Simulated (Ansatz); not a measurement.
Iron (hcp) across density functionals

All rows: Ansatz, plane waves with scalar-relativistic PAW, 420 eV (500 eV for the SCAN forms), relaxed under each functional, no dispersion correction, no zero-point motion. B₀ comes from uniform scaling at fixed shape; a dash is a value not given.

```
functional  V (Å³/atom)                                    cell  B₀ (GPa)                       magnetic state  ΔE to bcc (meV/atom)
       PBE        10.21  a = 2.462 Å, c = 3.893 Å (c/a = 1.581)       291                    spin not included                    78
    r²SCAN        12.23  a = 2.539 Å, c = 4.381 Å (c/a = 1.725)       161  ferromagnetic, net 2.79 μB per atom                   167
    PBEsol         9.83  a = 2.430 Å, c = 3.843 Å (c/a = 1.581)       324                    spin not included                   -28
       LDA         9.56  a = 2.408 Å, c = 3.806 Å (c/a = 1.580)       350                    spin not included                  -160
      RPBE        10.43  a = 2.479 Å, c = 3.920 Å (c/a = 1.582)       272                    spin not included                   160
      BLYP        10.63  a = 2.497 Å, c = 3.937 Å (c/a = 1.577)       259                    spin not included                   117
```

(1) What does revPBE give?

## Answers

(1) V (Å³/atom): 10.37; cell: a = 2.474 Å, c = 3.913 Å (c/a = 1.581); B₀ (GPa): 277; magnetic state: spin not included; ΔE to bcc (meV/atom): 137.
